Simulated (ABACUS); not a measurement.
MoS2: equation of state with PBEsol

Crystal: MoS2.

```
Mo S
1.0
     1.58000    0.91221    6.15000
    -1.58000    0.91221    6.15000
     0.00000   -1.82443    6.15000
Mo S
1 2
Direct
  0.00000 0.00000 0.00000
  0.41700 0.41700 0.41700
  0.25000 0.25000 0.25000
```

Measurements of this composition are mostly on another form, of space group No. 194.

```json
{"Program": "ABACUS 3.10.1", "Task": "equation of state", "Functional": "PBEsol", "Potentials or basis": "PseudoDojo NC SR 0.4.1 PBEsol standard", "Cutoff": "1102 eV", "Density cutoff": "4408 eV", "Basis": "plane waves", "k mesh": "10 × 10 × 10", "Occupations": "fermi-dirac, width 0.05 eV", "Spin": "no spin polarisation"}
```

```
Equilibrium volume                        : 17.78 Å³/atom
Bulk modulus at fixed shape and positions : 155 GPa
Pressure derivative of the bulk modulus   : 4.4
```

Energy against volume, from the lowest point:
| volume (Å³/atom) | energy (meV/atom) |
| --- | --- |
| 16.664 | 37.58 |
| 17.019 | 16.75 |
| 17.373 | 4.51 |
| 17.728 | 0.00 |
| 18.083 | 2.42 |
| 18.437 | 11.07 |
| 18.792 | 25.31 |

All runs of the series together: 11 min on 4 threads of Intel(R) Xeon(R) 6975P-C (Granite Rapids), on a shared host.

Caveat: the cell was scaled at fixed shape and fractional positions, which overstates the stiffness of a crystal with free parameters, most of all of layers and chains.
